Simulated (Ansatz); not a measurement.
# CoSi2/ZnS/NiSi2: predicting the conductance of a thicker barrier

Set-up. Ansatz 0.2.0, plane waves with PAW datasets, PBE. Interfaces are relaxed in a short slab (with D3(BJ) where the barrier is layered), set between ideal electrode layers that go on as semi-infinite leads, and the zero-bias conductance G at 300 K comes from T(E) on a typed mesh. The error is the largest of the program's estimates from energy step, mesh, the leads' potential steps and neutrality; its separate bound for narrow resonances between the energies solved isn't counted and can be far larger. The lower electrode is CoSi2 (fluorite 111), the upper NiSi2 (fluorite 111) and the barrier ZnS (wurtzite 0001), on a net of side 3.82 Å; d is the distance between the electrodes' last planes.

Runs in hand:

| planes in the barrier | d (Å) | G (S/m²) | error (%) | lead step (meV) |
| --- | --- | --- | --- | --- |
| 4 | 8.82 | 3.68e13 | 38 | 7 |
| 8 | 15.17 | 1.54e12 | 40 | 7 |

**Question.** A further run has 12 planes, d = 21.52 Å. Fit G ∝ exp(−βd) to the rows shown and predict its conductance.

A: Through two points, β = ln(3.68e13 / 1.54e12) / (15.17 − 8.82) = 3.17 / 6.35 = 0.500 Å⁻¹. From the last point shown, G = 1.54e12 × exp(−0.500 × 6.35) = 6.45e10 S/m².

**The withheld run.** The run gave 5.56e10 S/m², with an error estimate of 31 % and a lead step of 7 meV. The prediction is 1.16 times that, too high by 16 %. That lies within the runs' own error estimates, carried through the fit.

**Limits.** The interfaces are ideal, one cell wide, strained to a common net and relaxed from one registry with their symmetry kept. PBE's gaps are too small, so true decay constants are likely larger where the Fermi level lies deep in a gap. No spin-orbit coupling, phonons, disorder or image charges enter. The rows shown are chosen by tests on error estimates (under 100 to 120 %), lead steps (under 150 meV, though the program warns over 25), intact interfaces and, for fits, a steady trend in the rows shown; the data set holds 414 series of this kind, and not all pass.
